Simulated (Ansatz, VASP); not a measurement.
Two plane-wave programs on Mo

File INCAR:

```
ALGO = Fast ; EDIFF = 1E-7
ENCUT = 520 ; GGA = PE
ISIF = 2 ; ISMEAR = 0
LASPH = T ; LCHARG = T
LELF = T ; LREAL = F
LVHAR = T ; LWAVE = F
NBANDS = 13 ; NELM = 60
PREC = Accurate ; SIGMA = 0.15
```

Contents of KPOINTS:

```
k-points
0
Gamma
  20 20 20
```

File POSCAR:

```
Mo
1.0
   -0.2201130824      2.0010280217      2.0010280217
    1.7809149393      0.0000000000      1.7809149393
    2.0010280217      2.0010280217     -0.2201130824
Mo
1
Direct
    0.0000000000      0.0000000000      0.0000000000
```

Input for Ansatz:

```yaml
crystal:
  lattice:
    - [-0.2201130824, 2.0010280217, 2.0010280217]
    - [1.7809149393, 0.0, 1.7809149393]
    - [2.0010280217, 2.0010280217, -0.2201130824]
  atoms:
    - { symbol: Mo, position: [0.0, 0.0, 0.0] }
basis:
  ecutwfc: 420
kpoints:
  mp_grid: { grid: [20, 20, 20] }
hamiltonian:
  xc: pbe
scf:
  occupations: { method: gaussian, width: 0.15 }
output:
  forces: true
  stress: true
  eigenvalues: true
```

Change from the starting cell: engineering shear strain xz -0.2200, normal strain along z +0.0000.

Alike in both runs: task single point; functional PBE; k mesh 20 × 20 × 20; occupations gaussian, width 0.15 eV; no spin polarisation.

|  | VASP | Ansatz |
| --- | --- | --- |
| version | VASP 6.6.1 | Ansatz 0.2.0 |
| potentials or method | VASP PAW PBE potentials, release 64 (Mo_sv) | scalar-relativistic, plane waves, PAW |
| plane-wave cutoff (eV) | 520 | 420 |
| valence electrons in the cell | 14 | 14 |

|  | VASP | Ansatz | Ansatz less VASP |
| --- | --- | --- | --- |
| gap on the k mesh at the Fermi level (eV) | none | none | - |
| pressure (GPa) | 9.6 | 9.0 | -0.56 |
| largest component of the traceless stress (GPa) | 13.21 | 13.03 | -0.183 |

A gap of «none» marks a metal or a gap that the smearing closes.
